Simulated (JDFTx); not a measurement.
# Co (P6_3/mmc) in JDFTx: notebook

The runs below take Co through band structure, single point, with PBE, PBE+U.

Everything below comes from runs of JDFTx 1.7.0 (patched build). Logs are shortened: lines on timing, memory, paths and dates and some standing lists are left out, and cuts for length are marked. The log counts tension as positive stress, the text compression.

### 1 Starting point

It takes space group P6_3/mmc (No. 194, hexagonal). Conventional cell: a = 2.472 Å, b = 2.472 Å, c = 4.021 Å, α = 90.00°, β = 90.00°, γ = 120.00°. Around Co (site symmetry -6m2) lie 12 Co at 2.47 Å.

### 2 Band structure, PBE, collinear spin, ferromagnetic start

bands.in

```
lattice \
    4.6714027971    -2.3357013986     0.0000000000 \
    0.0000000000     4.0455534936     0.0000000000 \
    0.0000000000     0.0000000000     7.5988610189
coords-type Cartesian
ion Co     2.3357013988     1.3485178311     5.6991457641 1
ion Co    -0.0000000002     2.6970356625     1.8997152547 1

ion-species pseudo/Co.upf
elec-cutoff 48 384
elec-ex-corr gga-PBE
elec-smearing Fermi 0.0018374661
elec-n-bands 26
spintype z-spin
initial-magnetic-moments Co 2 2
elec-initial-magnetization 3.53453 yes
electronic-minimize nIterations 30 energyDiffThreshold 1e-06
davidson-band-ratio 1.3
forces-output-coords Cartesian
include path.kpoints
symmetries none
fix-electron-density run.$VAR

dump-name bands.$VAR
dump End Ecomponents EigStats BandEigs Kpoints Forces
```

path.kpoints

```
kpoint +0.0000000000 +0.0000000000 +0.0000000000 0.020000000000
kpoint +0.0833333333 +0.0000000000 +0.0000000000 0.020000000000
kpoint +0.1666666667 +0.0000000000 +0.0000000000 0.020000000000
kpoint +0.2500000000 +0.0000000000 +0.0000000000 0.020000000000
kpoint +0.3333333333 +0.0000000000 +0.0000000000 0.020000000000
kpoint +0.4166666667 +0.0000000000 +0.0000000000 0.020000000000
kpoint +0.5000000000 +0.0000000000 +0.0000000000 0.020000000000
kpoint +0.4444444444 +0.1111111111 +0.0000000000 0.020000000000
kpoint +0.3888888889 +0.2222222222 +0.0000000000 0.020000000000
kpoint +0.3333333333 +0.3333333333 +0.0000000000 0.020000000000
kpoint +0.2916666667 +0.2916666667 +0.0000000000 0.020000000000
kpoint +0.2500000000 +0.2500000000 +0.0000000000 0.020000000000
kpoint +0.2083333333 +0.2083333333 +0.0000000000 0.020000000000
kpoint +0.1666666667 +0.1666666667 +0.0000000000 0.020000000000
kpoint +0.1250000000 +0.1250000000 +0.0000000000 0.020000000000
kpoint +0.0833333333 +0.0833333333 +0.0000000000 0.020000000000
kpoint +0.0416666667 +0.0416666667 +0.0000000000 0.020000000000
kpoint +0.0000000000 +0.0000000000 +0.0000000000 0.020000000000
kpoint +0.0000000000 +0.0000000000 +0.1666666667 0.020000000000
kpoint +0.0000000000 +0.0000000000 +0.3333333333 0.020000000000
kpoint +0.0000000000 +0.0000000000 +0.5000000000 0.020000000000
kpoint +0.0714285714 +0.0000000000 +0.5000000000 0.020000000000
kpoint +0.1428571429 +0.0000000000 +0.5000000000 0.020000000000
kpoint +0.2142857143 +0.0000000000 +0.5000000000 0.020000000000
kpoint +0.2857142857 +0.0000000000 +0.5000000000 0.020000000000
kpoint +0.3571428571 +0.0000000000 +0.5000000000 0.020000000000
kpoint +0.4285714286 +0.0000000000 +0.5000000000 0.020000000000
kpoint +0.5000000000 +0.0000000000 +0.5000000000 0.020000000000
kpoint +0.4583333333 +0.0833333333 +0.5000000000 0.020000000000
kpoint +0.4166666667 +0.1666666667 +0.5000000000 0.020000000000
kpoint +0.3750000000 +0.2500000000 +0.5000000000 0.020000000000
kpoint +0.3333333333 +0.3333333333 +0.5000000000 0.020000000000
kpoint +0.2962962963 +0.2962962963 +0.5000000000 0.020000000000
kpoint +0.2592592593 +0.2592592593 +0.5000000000 0.020000000000
kpoint +0.2222222222 +0.2222222222 +0.5000000000 0.020000000000
kpoint +0.1851851852 +0.1851851852 +0.5000000000 0.020000000000
kpoint +0.1481481481 +0.1481481481 +0.5000000000 0.020000000000
kpoint +0.1111111111 +0.1111111111 +0.5000000000 0.020000000000
kpoint +0.0740740741 +0.0740740741 +0.5000000000 0.020000000000
kpoint +0.0370370370 +0.0370370370 +0.5000000000 0.020000000000
kpoint +0.0000000000 +0.0000000000 +0.5000000000 0.020000000000
kpoint +0.5000000000 +0.0000000000 +0.5000000000 0.020000000000
kpoint +0.5000000000 +0.0000000000 +0.3333333333 0.020000000000
kpoint +0.5000000000 +0.0000000000 +0.1666666667 0.020000000000
kpoint +0.5000000000 +0.0000000000 +0.0000000000 0.020000000000
kpoint +0.3333333333 +0.3333333333 +0.0000000000 0.020000000000
kpoint +0.3333333333 +0.3333333333 +0.1250000000 0.020000000000
kpoint +0.3333333333 +0.3333333333 +0.2500000000 0.020000000000
kpoint +0.3333333333 +0.3333333333 +0.3750000000 0.020000000000
kpoint +0.3333333333 +0.3333333333 +0.5000000000 0.020000000000
```

Potentials or basis: PseudoDojo-SR-PBE-0.5-standard with smoothed tails.

The run is started by

```bash
> jdftx -c 1 -i bands.in -o bands.out
```

What it wrote:

```text
*************** JDFTx 1.7.0 (patched build) ***************

Input parsed successfully to the following command list (including defaults):
[... the input with its defaults ...]

---------- Initializing the Grid ----------
R =
[       4.6714      -2.3357            0  ]
[            0      4.04555            0  ]
[            0            0      7.59886  ]
unit cell volume = 143.606
G =
[    1.34503   0.776554         -0  ]
[          0    1.55311          0  ]
[          0         -0   0.826859  ]
Minimum fftbox size, Smin = [  44  44  68  ]
Chosen fftbox size, S = [  48  48  70  ]

---------- Initializing tighter grid for wavefunction operations ----------
R =
[       4.6714      -2.3357            0  ]
[            0      4.04555            0  ]
[            0            0      7.59886  ]
unit cell volume = 143.606
G =
[    1.34503   0.776554         -0  ]
[          0    1.55311          0  ]
[          0         -0   0.826859  ]
Minimum fftbox size, Smin = [  32  32  48  ]
Chosen fftbox size, S = [  32  32  48  ]

---------- Exchange Correlation functional ----------
Initalized PBE GGA exchange.
Initalized PBE GGA correlation.

---------- Setting up pseudopotentials ----------
Width of ionic core gaussian charges (only for fluid interactions / plotting) set to 0

Reading pseudopotential file 'pseudo/Co.upf':
  'Co' pseudopotential, 'PBE' functional
  Generated using ONCVPSP code by D. R. Hamann
  17 valence electrons, 4 orbitals, 6 projectors, 1001 radial grid points, with lMax = 2
    3S    l: 0   occupation:  2.0   eigenvalue: -3.763303
    3P    l: 1   occupation:  6.0   eigenvalue: -2.412101
    3D    l: 2   occupation:  7.0   eigenvalue: -0.301498
    4S    l: 0   occupation:  2.0   eigenvalue: -0.201022
  Core radius for overlap checks: 1.60 bohrs.

Initialized 1 species with 2 total atoms.

Folded 50 k-points by 1x1x1 to 50 k-points.

---------- Setting up k-points, bands, fillings ----------
No reducable k-points.
Computing the number of bands and number of electrons
Calculating initial fillings.
nElectrons:  34.000000   nBands: 26   nStates: 100

----- Setting up reduced wavefunction bases (one per k-point) -----
average nbasis = 2283.420 , ideal nbasis = 2281.023

---------- Setting up ewald sum ----------
Optimum gaussian width for ewald sums = 1.861214 bohr.
Real space sum over 1521 unit cells with max indices [  6  6  4  ]
Reciprocal space sum over 2057 terms with max indices [  5  5  8  ]

---------- Allocating electronic variables ----------
Reading n_up from file 'run.n_up' ... done
Reading n_dn from file 'run.n_dn' ... done
Initializing wave functions:  linear combination of atomic orbitals
Note: number of bands (26) exceeds available atomic orbitals (20)

----------- Band structure minimization -------------
Minimization will be done independently for each quantum number.

---- Minimization of quantum number:     0  [ +0.0000000 +0.0000000 +0.0000000 ]  0.020000000  spin +1 ----
BandDavidson: Iter:   0  Eband: +0.060411651648260
BandDavidson: Iter:   1  Eband: +0.047850370177991  dEband: -1.256128e-02
BandDavidson: Iter:   2  Eband: +0.043360345236982  dEband: -4.490025e-03
BandDavidson: Iter:   3  Eband: +0.042840181808211  dEband: -5.201634e-04
[... 1080 lines of inner loops ...]
BandDavidson: Iter:   6  Eband: +0.046378374930359  dEband: -1.566452e-06
BandDavidson: Iter:   7  Eband: +0.046378113808446  dEband: -2.611219e-07
BandDavidson: Converged (dEband<1.000000e-06)
	FillingsUpdate:  mu: +0.720750429  nElectrons: 34.000000  magneticMoment: [ Abs: 3.73040  Tot: +3.53453 ]
WARNING: these k-points are no uniform mesh, so that mu and the fillings of partly filled bands are only those of these points: take mu from the calculation that made the density or potential.

Dumping 'bands.eigStats' ...
	eMin: -2.808592 at state 0 ( [ +0.000000 +0.000000 +0.000000 ] spin 1 )
	HOMO: +0.723875 at state 5 ( [ +0.416667 +0.000000 +0.000000 ] spin 1 )
	mu  : +0.720750
	LUMO: +0.716713 at state 74 ( [ +0.285714 +0.000000 +0.500000 ] spin -1 )
	eMax: +1.702955 at state 70 ( [ +0.000000 +0.000000 +0.500000 ] spin -1 )
	HOMO-LUMO gap: -0.007162
	Optical gap  : +0.002553 at state 66 ( [ +0.041667 +0.041667 +0.000000 ] spin -1 )
Done!
[note: mu, HOMO and LUMO in a band run belong to the points of the path alone and aren't those of the crystal]
```

Wall time 33 s (1 thread of Intel Xeon Platinum 8488C (Sapphire Rapids), shared host); peak memory 0.17 GiB.

The run converged, but some of its settings lie outside the range that counts as converged, so its numbers aren't taken as properties of the crystal.

Results:

```
Band gap along the path : none (metal or under the smearing width)
```

Caveat: the k mesh is coarse (spacing up to 0.59 Å⁻¹), so the values aren't converged.

### 3 Single point, PBE+U, collinear spin, ferromagnetic start

Co.in

```
lattice \
    4.6714027971    -2.3357013986     0.0000000000 \
    0.0000000000     4.0455534936     0.0000000000 \
    0.0000000000     0.0000000000     7.5988610189
coords-type Cartesian
ion Co     2.3357013988     1.3485178311     5.6991457641 1
ion Co    -0.0000000002     2.6970356625     1.8997152547 1

ion-species pseudo/Co.upf
elec-cutoff 48 384
elec-ex-corr gga-PBE
kpoint-folding 5 5 3
elec-smearing Fermi 0.0018374661
elec-n-bands 26
spintype z-spin
initial-magnetic-moments Co 2 2
elec-initial-magnetization 4 no
add-U Co d 0.036749
electronic-SCF nIterations 100 energyDiffThreshold 1e-09
electronic-minimize nIterations 30 energyDiffThreshold 1e-7
converge-empty-states yes
forces-output-coords Cartesian

dump-name run.$VAR
dump End Ecomponents EigStats BandEigs Kpoints Forces Stress ElecDensity RhoAtom Dtot
```

Potentials or basis: PseudoDojo-SR-PBE-0.5-standard with smoothed tails.

The run is started by

```bash
> jdftx -c 1 -i Co.in -o Co.out
```

What it wrote:

```text
*************** JDFTx 1.7.0 (patched build) ***************

Input parsed successfully to the following command list (including defaults):
[... the input with its defaults ...]

---------- Setting up symmetries ----------

Found 24 point-group symmetries of the bravais lattice
Found 24 space-group symmetries with basis
Applied RMS atom displacement 2.39936e-10 bohrs to make symmetries exact.

---------- Initializing the Grid ----------
R =
[       4.6714      -2.3357            0  ]
[            0      4.04555            0  ]
[            0            0      7.59886  ]
unit cell volume = 143.606
G =
[    1.34503   0.776554         -0  ]
[          0    1.55311          0  ]
[          0         -0   0.826859  ]
Minimum fftbox size, Smin = [  44  44  68  ]
Chosen fftbox size, S = [  48  48  70  ]

---------- Initializing tighter grid for wavefunction operations ----------
R =
[       4.6714      -2.3357            0  ]
[            0      4.04555            0  ]
[            0            0      7.59886  ]
unit cell volume = 143.606
[... 89 lines left out ...]
[  -0.00032565            0            0  ]
[            0  -0.00032565            0  ]
[            0            0 -7.89085e-05  ]

# Ionic positions in cartesian coordinates:
ion Co   2.335701398583333   1.348517831200000   5.699145764124999 1
ion Co   0.000000000016666   2.697035662400000   1.899715254674999 1

# Forces in Cartesian coordinates:
force Co   0.000000000000000  -0.000000000000000   0.000000000000000 1
force Co  -0.000000000000000   0.000000000000000   0.000000000000000 1

# Energy components:
   Eewald =     -200.8186204397056827
       EH =       74.4871021038610337
     Eloc =     -221.5836799660402221
      Enl =      -37.6804718027466308
      Exc =      -56.1129599760141957
 Exc_core =       21.0945619236208479
       KE =      135.6367430338476936
        U =        0.0466721800083783
-------------------------------------
     Etot =     -284.9306529431687522
       TS =        0.0003821202725594
-------------------------------------
        F =     -284.9310350634412998

IonicMinimize: Iter:   0  F: -284.931035063441300  |grad|_K:  7.575e-37
IonicMinimize: Converged (|grad|_K<1.000000e-04).

#--- Lowdin population analysis ---
# oxidation-state Co +0.219 +0.219
# magnetic-moments Co +1.852 +1.852

Dumping 'run.eigStats' ...
	eMin: -2.805385 at state 0 ( [ +0.000000 +0.000000 +0.000000 ] spin 1 )
	HOMO: +0.713532 at state 19 ( [ +0.200000 +0.400000 +0.333333 ] spin -1 )
	mu  : +0.717795
	LUMO: +0.717826 at state 10 ( [ +0.000000 +0.000000 +0.000000 ] spin -1 )
	eMax: +1.680828 at state 11 ( [ +0.000000 +0.000000 +0.333333 ] spin -1 )
	HOMO-LUMO gap: +0.004294
	Optical gap  : +0.007747 at state 10 ( [ +0.000000 +0.000000 +0.000000 ] spin -1 )
Done!
[note: the HOMO, LUMO and gaps printed at the end count levels as full or empty at half filling, so they show a gap where a level is partly filled]
```

Run time: 42 s. Hardware: 1 thread of Intel Xeon Platinum 8488C (Sapphire Rapids), shared host; peak memory 0.16 GiB.

These settings aren't checked as converged: the numbers below hold their error.

Results:

```yaml
Free_energy: -7753.3684 eV
Pressure: 7.2 GPa
Band_gap_on_the_k_mesh: none (metal or under the smearing width)
Net_moment: 3.60 μB per cell
Absolute_moment: 3.82 μB per cell
Site_moments: Co +1.85 μB
```

Caveat: the k mesh is coarse (spacing up to 0.59 Å⁻¹), so the values aren't converged; the U is typed as a test and isn't derived for this compound.

### 4 Band structure, PBE+U, collinear spin, ferromagnetic start

bands.in, as its differences from that of step 2:

```diff
@@ -15,3 +15,4 @@
 initial-magnetic-moments Co 2 2
-elec-initial-magnetization 3.53453 yes
+elec-initial-magnetization 3.60261 yes
+add-U Co d 0.036749
 electronic-minimize nIterations 30 energyDiffThreshold 1e-06
```

path.kpoints is that of step 2.

The run is started by

```bash
> jdftx -c 1 -i bands.in -o bands.out
```

Wall time 35 s (1 thread of Intel Xeon Platinum 8488C (Sapphire Rapids), shared host); peak memory 0.17 GiB.

The run converged, but some of its settings lie outside the range that counts as converged, so its numbers aren't taken as properties of the crystal.

Results:

```yaml
Band_gap_along_the_path: none (metal or under the smearing width)
```

Caveat: the k mesh is coarse (spacing up to 0.59 Å⁻¹), so the values aren't converged; the U is typed as a test and isn't derived for this compound.

### 5 Single point, PBE+U, collinear spin, ferromagnetic start

Co.in, as its differences from that of step 3:

```diff
@@ -17,3 +17,3 @@
 elec-initial-magnetization 4 no
-add-U Co d 0.036749
+add-U Co d 0.073499
 electronic-SCF nIterations 100 energyDiffThreshold 1e-09
@@ -24,2 +24,2 @@
 dump-name run.$VAR
-dump End Ecomponents EigStats BandEigs Kpoints Forces Stress ElecDensity RhoAtom Dtot
+dump End Ecomponents EigStats BandEigs Kpoints Forces Stress ElecDensity RhoAtom
```

The run is started by

```bash
> jdftx -c 1 -i Co.in -o Co.out
```

It took 39 s on 1 thread of Intel Xeon Platinum 8488C (Sapphire Rapids), shared host; peak memory 0.15 GiB.

These settings aren't checked as converged: the numbers below hold their error.

Results:

```yaml
Free_energy: -7752.1051 eV
Pressure: 6.9 GPa
Band_gap_on_the_k_mesh: none (metal or under the smearing width)
Net_moment: 3.63 μB per cell
Absolute_moment: 3.87 μB per cell
Site_moments: Co +1.87 μB
```

Caveat: the k mesh is coarse (spacing up to 0.59 Å⁻¹), so the values aren't converged; the U is typed as a test and isn't derived for this compound.

### 6 Band structure, PBE+U, collinear spin, ferromagnetic start

bands.in, as its differences from that of step 4:

```diff
@@ -15,4 +15,4 @@
 initial-magnetic-moments Co 2 2
-elec-initial-magnetization 3.60261 yes
-add-U Co d 0.036749
+elec-initial-magnetization 3.63371 yes
+add-U Co d 0.073499
 electronic-minimize nIterations 30 energyDiffThreshold 1e-06
```

path.kpoints is that of step 4.

Potentials or basis: PseudoDojo-SR-PBE-0.5-standard with smoothed tails.

The run is started by

```bash
> jdftx -c 1 -i bands.in -o bands.out
```

Wall time 30 s (1 thread of Intel Xeon Platinum 8488C (Sapphire Rapids), shared host); peak memory 0.17 GiB.

These settings aren't checked as converged: the numbers below hold their error.

Results:

```yaml
Band_gap_along_the_path: none (metal or under the smearing width)
```

Caveat: the k mesh is coarse (spacing up to 0.59 Å⁻¹), so the values aren't converged; the U is typed as a test and isn't derived for this compound.
